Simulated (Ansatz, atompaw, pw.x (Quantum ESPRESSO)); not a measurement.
**pw.x on fcc Si: one setting changed**

Potential: PAW, atompaw 4.2.0.5, LDA (PW92); core [Ne], reference 3s2 3p2; waves: 3s (bound): rc 2.28 bohr; 3s channel at 4.3 Ry: rc 2.28 bohr; 3p (bound): rc 2.28 bohr; 3p channel at 0.45 Ry: rc 2.16 bohr; 3d channel at 0.2 Ry: rc 1.92 bohr; 3d channel at 2.85 Ry: rc 1.92 bohr; local part: bessel scheme, radius 1.80 bohr; core correction: smooth core density matched at 1.86 bohr; augmentation: sinc compensation charge, radius 2.22 bohr; PAW radius 2.28 bohr; waves and projectors: custom rrkj vanderbiltortho.

The reference run (k-mesh 15³, cutoffs 40/400 Ry, Fermi–Dirac 0.01 Ry, mixing_beta 0.4, conv_thr 1e-9, no spin) gives 0.63 GPa at 13.850 Å³/atom, where all-electron LAPW gives 0.45 GPa. This run, with its own iteration cap, changes k-mesh points per axis to 1, a wrong or extreme entry chosen on purpose.

```
&control
  calculation='scf', prefix='x', pseudo_dir='./', outdir='./tmp', tstress=.true., disk_io='none'
/
&system
  ibrav=0, nat=1, ntyp=1, ecutwfc=40, ecutrho=400, nbnd=9,
  occupations='smearing', smearing='fd', degauss=0.01
/
&electrons
  conv_thr=1e-09, mixing_beta=0.4, electron_maxstep=70
/
ATOMIC_SPECIES
Si 1.0 Si.UPF
CELL_PARAMETERS angstrom
  0.00000000 1.90607474 1.90607474
  1.90607474 0.00000000 1.90607474
  1.90607474 1.90607474 0.00000000
ATOMIC_POSITIONS crystal
Si 0.0000 0.0000 0.0000
K_POINTS automatic
1 1 1 0 0 0
```

```bash
pw.x < Si.scf.in > Si.scf.out
```

Q: How does the run end?

A: It converges in 10 iterations; the free energy moves by +16.52 eV/atom and the pressure by +198.49 GPa. The result is not a property of the crystal.

```
Message from routine setup:
     using ibrav=0 with symmetry is DISCOURAGED, use correct ibrav instead
     lattice parameter (alat)  =       5.0939  a.u.
     unit-cell volume          =      93.4644 (a.u.)^3
     number of electrons       =         4.00
     number of Kohn-Sham states=            9
     kinetic-energy cutoff     =      40.0000  Ry
     charge density cutoff     =     400.0000  Ry
     scf convergence threshold =      1.0E-09
     Exchange-correlation= SLA PW NOGX NOGC
     number of k points=     1  Fermi-Dirac smearing, width (Ry)=  0.0100
     iteration #  1     ecut=    40.00 Ry     beta= 0.40
     total energy              =     -43.40140847 Ry
     estimated scf accuracy    <       0.03697634 Ry
     iteration #  2     ecut=    40.00 Ry     beta= 0.40
     total energy              =     -43.39936414 Ry
     estimated scf accuracy    <       0.00672428 Ry
     iteration #  3     ecut=    40.00 Ry     beta= 0.40
     total energy              =     -43.40048078 Ry
     estimated scf accuracy    <       0.00042959 Ry
     [... 4 iterations left out ...]
     iteration #  8     ecut=    40.00 Ry     beta= 0.40
     total energy              =     -43.40052506 Ry
     estimated scf accuracy    <       0.00000006 Ry
     iteration #  9     ecut=    40.00 Ry     beta= 0.40
     total energy              =     -43.40052506 Ry
     estimated scf accuracy    <          8.8E-09 Ry
     iteration # 10     ecut=    40.00 Ry     beta= 0.40
     the Fermi energy is    23.0313 ev
!    total energy              =     -43.40052506 Ry
     estimated scf accuracy    <          5.8E-11 Ry
     smearing contrib. (-TS)   =      -0.04981162 Ry
     The total energy is F=E-TS. E is the sum of the following terms:
     one-electron contribution =       6.68258413 Ry
     hartree contribution      =       0.10163147 Ry
     xc contribution           =      -2.67725405 Ry
     ewald contribution        =     -10.18304046 Ry
     one-center paw contrib.   =     -37.27463453 Ry
     convergence has been achieved in  10 iterations
          total   stress  (Ry/bohr**3)                   (kbar)     P=     1991.20
     Message from routine punch:
     Nothing written, as per user request (disk_io='none')
```

The run took about 2.2 s on one core of a shared host (AMD EPYC 9R45 96-Core Processor, 96 threads, 376 GiB, load 39).
